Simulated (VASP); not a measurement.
A run of VASP 6.6.1:

The input INCAR:

```
ALGO = Fast
EDIFF = 1E-7
ENCUT = 700
GGA = PS
ISIF = 2
ISMEAR = 0
LASPH = T
LCHARG = F
LREAL = F
LWAVE = F
NBANDS = 14
NELM = 100
PREC = Accurate
SIGMA = 0.02
```

Contents of KPOINTS:

```
k-points
0
Gamma
  8 8 8
```

Contents of POSCAR:

```
NaF
1.0
    0.0000000000      2.3121900000      2.3121900000
    2.3121900000      0.0000000000      2.3121900000
    2.3121900000      2.3121900000      0.0000000000
Na F
1 1
Direct
    0.0000000000      0.0000000000      0.0000000000
    0.5000000000      0.5000000000      0.5000000000
```

Potentials or basis: VASP PAW PBE potentials, release 64 (Na_pv, F).

Command:

```bash
$ cat potpaw_PBE.64/Na_pv/POTCAR potpaw_PBE.64/F/POTCAR > POTCAR
$ mpirun -np 1 vasp_std > vasp.out
```

Hardware: 1 thread of Intel(R) Xeon(R) Platinum 8559C (Emerald Rapids) (shared host).

Question: How long does it take, and how much memory?

Answer: Wall time 24 s on 1 thread of Intel(R) Xeon(R) Platinum 8559C (Emerald Rapids), on a shared host, peak memory 0.15 GiB. Counts: scf iterations 16, k points 29.
